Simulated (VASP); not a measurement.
# Tm (Im-3m) in VASP: a series of runs

The runs below take Tm through single point, with PBE.

Program: VASP 6.6.1. These are calculated values, not measurements. Logs are shortened: lines on timing, memory, paths and dates and some standing lists are left out, and cuts for length are marked.

## (1) The structure

It takes space group Im-3m (No. 229, cubic). The conventional cell has a = 3.941 Å, b = 3.941 Å, c = 3.941 Å, α = 90.00°, β = 90.00°, γ = 90.00°. Tm (site symmetry m-3m) has 8 Tm at 3.41 Å as nearest neighbours.

This isn't the form of Tm at room conditions, which is hcp.

## (2) Single point, PBE, collinear spin, ferromagnetic start

INCAR reads:

```
ADDGRID  = T            
ALGO     = Normal         # electronic algorithm
EDIFF    = 1E-6           # SCF threshold, eV
ENCUT    = 400            # plane-wave cutoff, eV
GGA      = PE             # functional
ISIF     = 2              # what is computed and relaxed
ISMEAR   = -1             # smearing method
ISPIN    = 2              # spin polarisation
LASPH    = T              # aspherical terms in the spheres
LCHARG   = F              # write CHGCAR
LMAXMIX  = 6              # l up to which the mixer works
LORBIT   = 11             # projections on sites
LREAL    = F              # projectors in reciprocal space
LWAVE    = F              # write WAVECAR
MAGMOM   = 2              # initial moments
NELM     = 100            # most SCF steps
PREC     = Accurate       # precision mode
SIGMA    = 0.1            # smearing width, eV
```

KPOINTS reads:

```
k-points
0
Gamma
  6 6 6
```

POSCAR reads:

```
Tm
1.0
   -1.8621100000      1.9916120000      1.9516370000
    1.9655340000     -2.0016460000      2.0650950000
    1.8577320000      1.9972680000     -1.9616710000
Tm
1
Direct
   -0.0415270000     -0.0161680000     -0.0347540000
```

Potentials or basis: VASP PAW PBE potentials, release 64 (Tm).

Run with:

```
$ cat potpaw_PBE.64/Tm/POTCAR > POTCAR
$ mpirun -np 1 vasp_std > vasp.out
```

OUTCAR:

```text
EDIFF = 1E-6
   ENCUT = 400
   GGA = PE
   ISIF = 2
   ISMEAR = -1
   ISPIN = 2
   LASPH = T
   LORBIT = 11
   LREAL = F
   NELM = 100
   PREC = Accurate

 Found    112 irreducible k-points:

 Following reciprocal coordinates:
            Coordinates               Weight
  0.000000  0.000000  0.000000      1.000000
  0.166667  0.000000 -0.000000      2.000000
  0.333333  0.000000 -0.000000      2.000000
  0.500000  0.000000 -0.000000      1.000000
 -0.000000  0.166667  0.000000      2.000000
  0.166667  0.166667 -0.000000      2.000000
   k-points           NKPTS =    112   k-points in BZ     NKDIM =    112   number of bands    NBANDS=     16
   number of dos      NEDOS =    301   number of ions     NIONS =      1
   total plane-waves  NPLWV =  13824
   dimension x,y,z NGX =    24 NGY =   24 NGZ =   24
   dimension x,y,z NGXF=    48 NGYF=   48 NGZF=   48
   ions per type =               1
   NGX,Y,Z   is equivalent  to a cutoff of  11.90, 11.45, 11.88 a.u.
   NGXF,Y,Z  is equivalent  to a cutoff of  23.80, 22.91, 23.75 a.u.
 SYSTEM =  unknown system
   PREC   = accura    normal or accurate (medium, high low for compatibility)
   ISTART =      0    job   : 0-new  1-cont  2-samecut
   ICHARG =      2    charge: 1-file 2-atom 10-const
   ISPIN  =      2    spin polarized calculation?
   LNONCOLLINEAR =      F non collinear calculations
   LSORBIT =      F    spin-orbit coupling
   LASPH  =      T    aspherical Exc in radial PAW
   ENCUT  =  400.0 eV  29.40 Ry    5.42 a.u.   5.47  5.68  5.48*2*pi/ulx,y,z
   NELM   =    100;   NELMIN=  2; NELMDL= -5     # of ELM steps
   EDIFF  = 0.1E-05   stopping-criterion for ELM
   LREAL  =      F    real-space projection
   EDIFFG = 0.1E-04   stopping-criterion for IOM
   NSW    =      0    number of steps for IOM
   IBRION =     -1    ionic relax: 0-MD 1-quasi-New 2-CG
   NFREE  =      0    steps in history (QN), initial steepest desc. (CG)
   ISIF   =      2    stress and relaxation
   ISYM   =      2    0-nonsym 1-usesym 2-fastsym
   POTIM  = 0.5000    time-step for ionic-motion
   TEBEG  =    0.0;   TEEND  =   0.0 temperature during run
   PSTRESS=    0.0 pullay stress
   NELECT =      23.0000    total number of electrons
   NUPDOWN=      -1.0000    fix difference up-down
   EMIN   =  10.00;   EMAX   =-10.00  energy-range for DOS
   EFERMI =   0.00;   METHOD = LEGACY
   ISMEAR =    -1;   SIGMA  =   0.10  broadening in eV -4-tet -1-fermi 0-gaus
   EFERMI_NEDOS =   21; number of points for ismear=-14 and -15
   IALGO  =     38    algorithm
   IMIX   =      4    mixing-type and parameters
     AMIX     =   0.40;   BMIX     =  1.00
     AMIX_MAG =   1.60;   BMIX_MAG =  1.00
  volume/ion in A,a.u.               =      30.61       206.55
  Fermi-wavevector in a.u.,A,eV,Ry     =   1.488367  2.812605 30.140106  2.215235
  Thomas-Fermi vector in A             =   2.601410
   LORBIT       =     11    0 simple, 1 ext, 2 COOP (PROOUT), +10 PAW based schemes
   GGA     = PE    functional components
   LHFCALC =     F    Hartree Fock is set to
   AEXX    =    0.0000 exact exchange contribution
   IVDW    =     0    specifies the selected vdW correction
   LEPSILON=     F    determine dielectric tensor
   LRPA    =     F    only Hartree local field effects (RPA)
 spin polarized calculation
  energy-cutoff  :      400.00
  volume of cell :       30.61
 maximum number of plane-waves:       569
 NGX is ok and might be reduce to    24

 number of electron      23.0000000 magnetization       1.1461533

 Free energy of the ion-electron system (eV)
  ---------------------------------------------------
  ext. energy  EPLUGINS =         0.00000000
  ---------------------------------------------------
  free energy    TOTEN  =        -4.10432881 eV

  energy without entropy =       -3.88215315  energy(sigma->0) =       -3.99324098

 E-fermi :   2.2774     XC(G=0): -10.1976

 val. band max:        2.2765857454   @ k =   0.5000   0.5000  -0.0000
 cond. band min:       2.2778318619   @ k =  -0.0000   0.0000   0.5000
 fundamental gap:      0.0012461165
 Fermi energy:         2.2773665882

 spin component 1

 k-point     1 :       0.0000    0.0000    0.0000
  band No.  band energies     occupation
      1     -48.2043      1.00000
      2     -21.1607      1.00000
      3     -21.1373      1.00000
      4     -21.1111      1.00000
      5      -3.0338      1.00000
      6       0.6786      1.00000
[... 8 lines left out ...]
     15       5.4810      0.00000
     16       7.0962      0.00000

 k-point     2 :       0.1667    0.0000   -0.0000
  band No.  band energies     occupation
      1     -48.1932      1.00000
      2     -21.3006      1.00000
      3     -21.1873      1.00000
      4     -21.1302      1.00000
      5      -2.2694      1.00000
      6       0.6978      1.00000
[... 8 lines left out ...]
     15       6.0853      0.00000
     16       6.5788      0.00000

 k-point     3 :       0.3333    0.0000   -0.0000
  band No.  band energies     occupation
      1     -48.1710      1.00000
      2     -21.6158      1.00000
      3     -21.2739      1.00000
      4     -21.1279      1.00000
      5      -0.5345      1.00000
      6       0.7330      1.00000
[... 8 lines left out ...]
     15       6.8751      0.00000
     16       7.7026      0.00000

 k-point     4 :       0.5000    0.0000   -0.0000
  band No.  band energies     occupation
      1     -48.1599      1.00000
      2     -21.7663      1.00000
      3     -21.3173      1.00000
      4     -21.1251      1.00000
      5       0.3802      1.00000
      6       0.7455      1.00000
[... 8 lines left out ...]
     15       6.8393      0.00000
     16       7.9971      0.00000

 k-point     5 :      -0.0000    0.1667    0.0000
  band No.  band energies     occupation
      1     -48.1951      1.00000
      2     -21.3049      1.00000
      3     -21.1782      1.00000
      4     -21.1163      1.00000
      5      -2.2835      1.00000
      6       0.6884      1.00000
[... 8 lines left out ...]
     15       6.1815      0.00000
     16       7.2407      0.00000

 k-point     6 :       0.1667    0.1667   -0.0000
  band No.  band energies     occupation
      1     -48.1796      1.00000
      2     -21.4823      1.00000
      3     -21.2576      1.00000
      4     -21.1517      1.00000
      5      -0.9970      1.00000
      6       0.7216      1.00000
[... 8 lines left out ...]
     15       6.8091      0.00000
     16       7.6884      0.00000

 [... further k-points ...]

 spin component 2

 k-point     1 :       0.0000    0.0000    0.0000
  band No.  band energies     occupation
      1     -47.6697      1.00000
      2     -20.7935      1.00000
      3     -20.7705      1.00000
      4     -20.7453      1.00000
      5      -3.1381      1.00000
      6       1.8220      0.98958
[... 8 lines left out ...]
     15       5.5380      0.00000
     16       7.0941      0.00000

 k-point     2 :       0.1667    0.0000   -0.0000
  band No.  band energies     occupation
      1     -47.6580      1.00000
      2     -20.9426      1.00000
      3     -20.8220      1.00000
      4     -20.7641      1.00000
      5      -2.3668      1.00000
      6       1.7747      0.99348
[... 8 lines left out ...]
     15       6.1596      0.00000
     16       6.5905      0.00000

 k-point     3 :       0.3333    0.0000   -0.0000
  band No.  band energies     occupation
      1     -47.6347      1.00000
      2     -21.2731      1.00000
      3     -20.9124      1.00000
      4     -20.7614      1.00000
      5      -0.6195      1.00000
      6       1.7057      0.99672
[... 8 lines left out ...]
     15       6.9122      0.00000
     16       7.7487      0.00000

 k-point     4 :       0.5000    0.0000   -0.0000
  band No.  band energies     occupation
      1     -47.6230      1.00000
      2     -21.4304      1.00000
      3     -20.9576      1.00000
      4     -20.7587      1.00000
      5       0.3037      1.00000
      6       1.6801      0.99746
[... 8 lines left out ...]
     15       6.8707      0.00000
     16       8.0618      0.00000

 k-point     5 :      -0.0000    0.1667    0.0000
  band No.  band energies     occupation
      1     -47.6600      1.00000
      2     -20.9457      1.00000
      3     -20.8131      1.00000
      4     -20.7509      1.00000
      5      -2.3801      1.00000
      6       1.7761      0.99339
[... 8 lines left out ...]
     15       6.2499      0.00000
     16       7.2608      0.00000

 k-point     6 :       0.1667    0.1667   -0.0000
  band No.  band energies     occupation
      1     -47.6436      1.00000
      2     -21.1326      1.00000
      3     -20.8964      1.00000
      4     -20.7872      1.00000
      5      -1.0832      1.00000
      6       1.7268      0.99595
[... 8 lines left out ...]
     15       6.8442      0.00000
     16       7.7761      0.00000

 [... further k-points ...]

------------------------ aborting loop because EDIFF is reached ----------------------------------------

  FORCE on cell =-STRESS in cart. coord.  units (eV):
  Direction    XX          YY          ZZ          XY          YZ          ZX
  --------------------------------------------------------------------------------------
  -------------------------------------------------------------------------------------
  Total        0.4376700      0.2661677      0.2037722     -0.0052086      0.0329524     -0.3572429
  in kB       22.9105119     13.9329594     10.6667706     -0.2726533      1.7249461    -18.7004350
  external PRESSURE =      15.8367473 kB  Pullay stress =       0.0000000 kB

 VOLUME and BASIS-vectors are now :
 -----------------------------------------------------------------------------
  energy-cutoff  :      400.00
  volume of cell :       30.61
      direct lattice vectors                 reciprocal lattice vectors
    -1.862110000  1.991612000  1.951637000    -0.006468339  0.251318090  0.249752960
     1.965534000 -2.001646000  2.065095000     0.255000420  0.000889619  0.242395002
     1.857732000  1.997268000 -1.961671000     0.262009400  0.250969113 -0.006119362

 POSITION                                       TOTAL-FORCE (eV/Angst)
 -----------------------------------------------------------------------------------
      1.94214      1.86748      2.00880        -0.000000      0.000000      0.000000
 -----------------------------------------------------------------------------------
    total drift:                                0.000001      0.000001      0.000001

  FREE ENERGIE OF THE ION-ELECTRON SYSTEM (eV)
  ---------------------------------------------------
  free  energy   TOTEN  =        -4.1043288124 eV

  energy  without entropy=       -3.8821531515  energy(sigma->0) =       -3.99324098

 total charge

# of ion       s       p       d       f       tot
--------------------------------------------------
    1        2.217   5.940   0.399  12.511  21.067

 magnetization (x)

# of ion       s       p       d       f       tot
--------------------------------------------------
    1        0.004  -0.030  -0.031   1.278   1.221
```

Wall time 3.2 min (1 thread of Intel Xeon Platinum 8259CL at 2.50GHz (Skylake/Cascade Lake), shared host); peak memory 0.29 GiB.

The run converged, but some of its settings lie outside the range that counts as converged, so its numbers aren't taken as properties of the crystal.

What came out:

```yaml
Free_energy: -4.1043 eV
Pressure: 1.6 GPa
Band_gap_on_the_k_mesh: none (metal or under the smearing width)
Net_moment: 1.15 μB per cell
Site_moments: Tm +1.22 μB
Valence_electrons_inside_the_program's_atomic_spheres: Tm 21.07
```

Caveat: the k mesh is coarse (spacing up to 0.38 Å⁻¹), so the values aren't converged; the cutoff is under 1.25 times the usual one of these potentials, so pressure, stress and relaxed cells hold a basis-set (Pulay) error; the magnetic or orbital state may not be the lowest; spin-orbit coupling is left out, which moves the levels of the heavy elements.

## (3) Single point, PBE, collinear spin, ferromagnetic start

This run uses another cell than the first one, of the same volume but with other edges.

INCAR: that of step 2 with these lines changed.

```diff
@@ -1,2 +1,2 @@
-ADDGRID  = T            
+ADDGRID  = F            
 ALGO     = Normal         # electronic algorithm
@@ -8,3 +8,3 @@
 ISPIN    = 2              # spin polarisation
-LASPH    = T              # aspherical terms in the spheres
+LASPH    = F              # aspherical terms in the spheres
 LCHARG   = F              # write CHGCAR
```

KPOINTS is that of step 2.

POSCAR reads:

```
Tm
1.0
   -1.9705499473      1.9705499473      1.9705499473
    1.9705499473     -1.9705499473      1.9705499473
    1.9705499473      1.9705499473     -1.9705499473
Tm
1
Direct
    0.0000000000      0.0000000000      0.0000000000
```

Potentials or basis: VASP PAW PBE potentials, release 64 (Tm).

Run with:

```
$ cat potpaw_PBE.64/Tm/POTCAR > POTCAR
$ mpirun -np 1 vasp_std > vasp.out
```

OUTCAR:

```text
EDIFF = 1E-6
   ENCUT = 400
   GGA = PE
   ISIF = 2
   ISMEAR = -1
   ISPIN = 2
   LASPH = F
   LORBIT = 11
   LREAL = F
   NELM = 100
   PREC = Accurate

 Found     16 irreducible k-points:

 Following reciprocal coordinates:
            Coordinates               Weight
  0.000000  0.000000  0.000000      1.000000
  0.166667  0.000000  0.000000     12.000000
  0.333333  0.000000  0.000000     12.000000
  0.500000  0.000000  0.000000      6.000000
  0.166667  0.166667  0.000000     24.000000
  0.333333  0.166667  0.000000     48.000000
   k-points           NKPTS =     16   k-points in BZ     NKDIM =     16   number of bands    NBANDS=     16
   number of dos      NEDOS =    301   number of ions     NIONS =      1
   total plane-waves  NPLWV =  13824
   dimension x,y,z NGX =    24 NGY =   24 NGZ =   24
   dimension x,y,z NGXF=    48 NGYF=   48 NGZF=   48
   ions per type =               1
   NGX,Y,Z   is equivalent  to a cutoff of  11.69, 11.69, 11.69 a.u.
   NGXF,Y,Z  is equivalent  to a cutoff of  23.38, 23.38, 23.38 a.u.
 SYSTEM =  unknown system
   PREC   = accura    normal or accurate (medium, high low for compatibility)
   ISTART =      0    job   : 0-new  1-cont  2-samecut
   ICHARG =      2    charge: 1-file 2-atom 10-const
   ISPIN  =      2    spin polarized calculation?
   LNONCOLLINEAR =      F non collinear calculations
[... 187 lines left out ...]
      6       1.9839      0.94751
[... 91 lines left out ...]
      3     -20.9636      1.00000
      4     -20.7717      1.00000
      5       0.6892      1.00000
      6       1.9732      0.95259
[... 8 lines left out ...]
     15       7.1461      0.00000
     16       8.2130      0.00000

 [... further k-points ...]

------------------------ aborting loop because EDIFF is reached ----------------------------------------

  FORCE on cell =-STRESS in cart. coord.  units (eV):
  Direction    XX          YY          ZZ          XY          YZ          ZX
  --------------------------------------------------------------------------------------
  -------------------------------------------------------------------------------------
  Total        0.0692618      0.0692618      0.0692618      0.0000000      0.0000000     -0.0000000
  in kB        3.6256169      3.6256169      3.6256169      0.0000000      0.0000000     -0.0000000
  external PRESSURE =       3.6256169 kB  Pullay stress =       0.0000000 kB

 VOLUME and BASIS-vectors are now :
 -----------------------------------------------------------------------------
  energy-cutoff  :      400.00
  volume of cell :       30.61
      direct lattice vectors                 reciprocal lattice vectors
    -1.970549947  1.970549947  1.970549947     0.000000000  0.253736273  0.253736273
     1.970549947 -1.970549947  1.970549947     0.253736273  0.000000000  0.253736273
     1.970549947  1.970549947 -1.970549947     0.253736273  0.253736273  0.000000000

 POSITION                                       TOTAL-FORCE (eV/Angst)
 -----------------------------------------------------------------------------------
      0.00000      0.00000      0.00000        -0.000000      0.000000      0.000000
 -----------------------------------------------------------------------------------
    total drift:                               -0.000000      0.000000      0.000000

  FREE ENERGIE OF THE ION-ELECTRON SYSTEM (eV)
  ---------------------------------------------------
  free  energy   TOTEN  =        -4.0874577803 eV

  energy  without entropy=       -3.7933907730  energy(sigma->0) =       -3.94042428

 total charge

# of ion       s       p       d       f       tot
--------------------------------------------------
    1        2.217   5.940   0.390  12.530  21.077

 magnetization (x)

# of ion       s       p       d       f       tot
--------------------------------------------------
    1        0.004  -0.026  -0.023   1.233   1.187
```

It took 15 s on 1 thread of Intel Xeon Platinum 8259CL at 2.50GHz (Skylake/Cascade Lake), shared host; peak memory 0.16 GiB.

The run converged, but some of its settings lie outside the range that counts as converged, so its numbers aren't taken as properties of the crystal.

What came out:

```
Free energy                                           : -4.0875 eV
Pressure                                              : 0.4 GPa
Band gap on the k mesh                                : none (metal or under the smearing width)
Net moment                                            : 1.13 μB per cell
Site moments                                          : Tm +1.19 μB
Valence electrons inside the program's atomic spheres : Tm 21.08
```

Caveat: the k mesh is coarse (spacing up to 0.38 Å⁻¹), so the values aren't converged; the cutoff is under 1.25 times the usual one of these potentials, so pressure, stress and relaxed cells hold a basis-set (Pulay) error; the magnetic or orbital state may not be the lowest; spin-orbit coupling is left out, which moves the levels of the heavy elements.

## (4) For comparison

An earlier run on the cell as given: functional PBE; potentials or basis VASP PAW PBE potentials, release 64 (Tm); cutoff 520 eV; k mesh 10 × 10 × 10; occupations fermi-dirac, width 0.05 eV; collinear spin, ferromagnetic start; starting moments [2.0] μB.

- Pressure: 2.8 GPa
- Band gap on the k mesh: none (metal or under the smearing width)
- Net moment: 1.14 μB per cell
- Site moments: Tm +1.22 μB
- Valence electrons inside the program's atomic spheres: Tm 21.06
